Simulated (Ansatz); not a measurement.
# CoSi2: strong compression

The task here is to estimate one member of a computed series from the others.

Method: DFT, PBE, PAW with Ansatz's default frozen-core files, scalar-relativistic, in Ansatz 0.2.0.

## The structure to begin with

It takes space group P6/mmm (No. 191, hexagonal). The conventional cell has a = 4.138 Å, b = 4.138 Å, c = 4.552 Å, α = 90.00°, β = 90.00°, γ = 120.00°. Co (site symmetry 6/mmm) is surrounded by 12 Si at 3.30 Å. Around Si (site symmetry -6m2) lie 3 Si at 2.39 Å and 6 Co at 3.30 Å.

Coordinates:

```cif
data_structure
_symmetry_space_group_name_H-M 'P6/mmm'
_symmetry_Int_Tables_number 191
_cell_length_a 4.1378
_cell_length_b 4.1378
_cell_length_c 4.5516
_cell_angle_alpha 90.000
_cell_angle_beta 90.000
_cell_angle_gamma 120.000
_cell_volume 67.49
loop_
_atom_site_label
_atom_site_type_symbol
_atom_site_symmetry_multiplicity
_atom_site_Wyckoff_symbol
_atom_site_fract_x
_atom_site_fract_y
_atom_site_fract_z
_atom_site_occupancy
Co1 Co 1 a 0.00000 0.00000 0.00000 1
Si1 Si 2 d 0.33333 0.66667 0.50000 1
```

The file gives the conventional cell by its symmetry; the runs use the cell typed in the input.

Whether this phase is the stable one at these pressures isn't tested.

Atoms are numbered in the order of the input: Co1, Si2, Si3.

Set-up of the first run:

File input.yaml:

```yaml
crystal:
  lattice:
    - [4.1378098093, 0.0, 0.0]
    - [-2.0689049047, 3.5834484109, 0.0]
    - [0.0, 0.0, 4.5515907902]
  atoms:
    - { symbol: Co, position: [0.0, 0.0, 0.0] }
    - { symbol: Si, position: [0.3333333333, 0.6666666667, 0.5] }
    - { symbol: Si, position: [0.6666666667, 0.3333333333, 0.5] }
kpoints:
  mp_grid: { grid: [10, 10, 8] }
scf:
  occupations: { method: fermi_dirac, width: 0.08 }
hamiltonian:
  xc: pbe
  pseudopotentials: { kind: paw }
output:
  forces: true
  stress: true
relax:
  f_tol: 0.005
  max_steps: 40
  cell: {}
```

On the command line:

```sh
> ansatz run input.yaml --threads 1 --pin off --max-ram 3072MiB --backend cpu --events-out ev --progress --plain --runs-dir out
```

Among the steps run: Cell relaxed at zero pressure, PAW; Volume scaled by 1, PAW; Shape and atoms relaxed at 0.94 of the volume, PAW; Volume scaled by 0.94, PAW; Shape and atoms relaxed at 0.88 of the volume, PAW; Volume scaled by 0.88, PAW; Shape and atoms relaxed at 0.8 of the volume, PAW; Volume scaled by 0.8, PAW; Shape and atoms relaxed at 0.72 of the volume, PAW; Volume scaled by 0.72, PAW; Shape and atoms relaxed at 0.62 of the volume, PAW; Volume scaled by 0.62, PAW.

One of the session's tables, all rows but one given; the rest of the session is left out.

```
method  volume over the first  volume (Å³/atom)  pressure (GPa)
   PAW                      1            12.544           -0.04
   PAW                   0.94                 ?               ?
   PAW                   0.88            11.038           24.99
   PAW                    0.8            10.035           54.05
   PAW                   0.72             9.031          100.51
   PAW                   0.62             7.777          201.81
```

Q: Estimate the row for PAW, 0.94 from the others.

The run gave: volume (Å³/atom): 11.791; pressure (GPa): 10.40. In the column «volume (Å³/atom)» it lies between PAW, 0.88 (11.038) and PAW, 1 (12.544).

Limits of these values: Spin polarisation is left out here, though a magnetic state may lie well lower.
